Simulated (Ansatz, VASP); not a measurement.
**One calculation of GaN, two programs**

```
Ga N
1.0
     3.08404    0.00000    0.00000
    -1.54202    2.67086    0.00000
     0.00000    0.00000    5.02473
Ga N
2 2
Cartesian
  0.0000 1.7806 -0.0036
  1.5420 0.8903 2.5088
  0.0000 1.7806 1.8878
  1.5420 0.8903 4.4002
```

Alike in both runs: functional PBE; k mesh 12 × 12 × 6; occupations gaussian, width 0.02 eV; no spin polarisation.

Ansatz relaxed the structure, and its values are those at the end. VASP's run is a single point on that final structure, the one shown.

|  | VASP | Ansatz |
| --- | --- | --- |
| version | VASP 6.6.1 | Ansatz 0.2.0 |
| potentials or method | VASP PAW PBE potentials, release 64 (Ga_d, N) | scalar-relativistic, plane waves, PAW |
| plane-wave cutoff (eV) | 520 | 420 |
| valence electrons in the cell | 36 | 36 |

|  | VASP | Ansatz | Ansatz less VASP |
| --- | --- | --- | --- |
| gap on the k mesh at the Fermi level (eV) | 2.57 | 2.56 | -0.016 |
| least direct gap on the mesh (eV) | 2.57 | 2.56 | -0.016 |
| rms of the force components (eV/Å) | 0.003 | 0.003 | -0.0002 |

 PBE gaps usually lie below the measured ones, often by a third to a half.
